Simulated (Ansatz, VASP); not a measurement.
Two plane-wave programs on Au

```
CELL_PARAMETERS angstrom
2.74949 0.14924 0.24851
0.13684 2.75424 0.15806
-0.73944 -0.94033 4.63154
ATOMIC_POSITIONS crystal
Au 0.24674 0.24537 0.75065
Au 0.75326 0.75463 0.24935
```

Alike in both runs: functional r2SCAN; k mesh 6 × 6 × 4; occupations gaussian, width 0.1 eV; no spin polarisation.

Ansatz relaxed the structure, and its values are those at the end. VASP's run is a single point on that final structure, the one shown.

```csv
,VASP,Ansatz
version,VASP 6.6.1,Ansatz 0.2.0
potentials or method,"VASP PAW PBE potentials, release 64 (Au)","scalar-relativistic, plane waves, PAW"
plane-wave cutoff (eV),520,500
valence electrons in the cell,22,38
```

```tsv
	VASP	Ansatz	Ansatz less VASP
gap on the k mesh at the Fermi level (eV)	none	none	-
pressure (GPa)	0.3	0.0	-0.28
rms of the force components (eV/Å)	0.006	0.006	-0.0003
```

A gap of «none» marks a metal or a gap that the smearing closes. The functional is the same, so the differences come from potentials, cutoffs and numerics. The two sets of potentials don't hold the same shells in valence.

Caveats: the k mesh is coarse (spacing up to 0.39 Å⁻¹), so the values aren't converged; the PAW data sets were made with another functional, which shifts forces and pressure a little (VASP). The runs have no spin-orbit coupling, so splittings on Au are missing.
